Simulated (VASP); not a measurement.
Input:

```
AlSb
1.0
   -0.01546     3.09142     3.09142
    3.07596     0.00000     3.07596
    3.09142     3.09142    -0.01546
Al Sb
1 1
Direct
  0.00000   0.00000   0.00000
  0.25000   0.25000   0.25000
```

All values below come from r2SCAN meta-GGA, VASP's PBE PAW potentials (set 64) (plane waves; VASP 6.6.1). Run with 480 eV cut-off, 8×8×8 Γ-centred mesh, Gaussian smearing of 0.050 eV, potentials Al Sb.

Q: Which forces act on the atoms, in eV/Å?

A: 
```tsv
atom	Fx	Fy	Fz
Al1	0.000	-0.074	0.000
Sb2	0.000	0.074	0.000
```

Q: Give the stress tensor in GPa (positive for a compressed cell).

A: 
```
0.03  0.00  0.59
0.00  0.03  0.00
0.59  0.00  0.03
```
The pressure is its mean diagonal, 0.03 GPa.

The compound is AlSb in the zinc blende structure. This cell was strained or had an atom moved on purpose.
